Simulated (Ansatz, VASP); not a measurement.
NaF (Villiaumite) in VASP and in Ansatz

```xyz
2
Lattice="0.0000 2.2886 2.2886 2.2886 0.0000 2.2886 2.2886 2.2886 0.0000" Properties=species:S:1:pos:R:3 pbc="T T T"
Na    0.0000    0.0000    0.0000
F     2.2886    2.2886    2.2886
```

Change from the starting cell: volume scaled by 0.96.

Alike in both runs: task single point; functional PBEsol; k mesh 10 × 10 × 10; occupations fermi-dirac, width 0.05 eV; no spin polarisation.

|  | VASP | Ansatz |
| --- | --- | --- |
| version | VASP 6.6.1 | Ansatz 0.2.0 |
| potentials or method | VASP PAW PBE potentials, release 64 (Na_pv, F), cutoff 520 eV | all-electron LAPW, scalar-relativistic |

|  | VASP | Ansatz | Ansatz less VASP |
| --- | --- | --- | --- |
| gap on the k mesh at the Fermi level (eV) | 6.36 | 6.37 | +0.011 |
| least direct gap on the mesh (eV) | 6.36 | 6.37 | +0.011 |
| pressure (GPa) | 1.8 | 1.8 | -0.01 |

Ansatz ran all-electron here, so the differences hold the error of VASP's frozen core and of both bases.

Caveats: the PAW data sets were made with another functional, which shifts forces and pressure a little (VASP). A k mesh can miss the band edges.
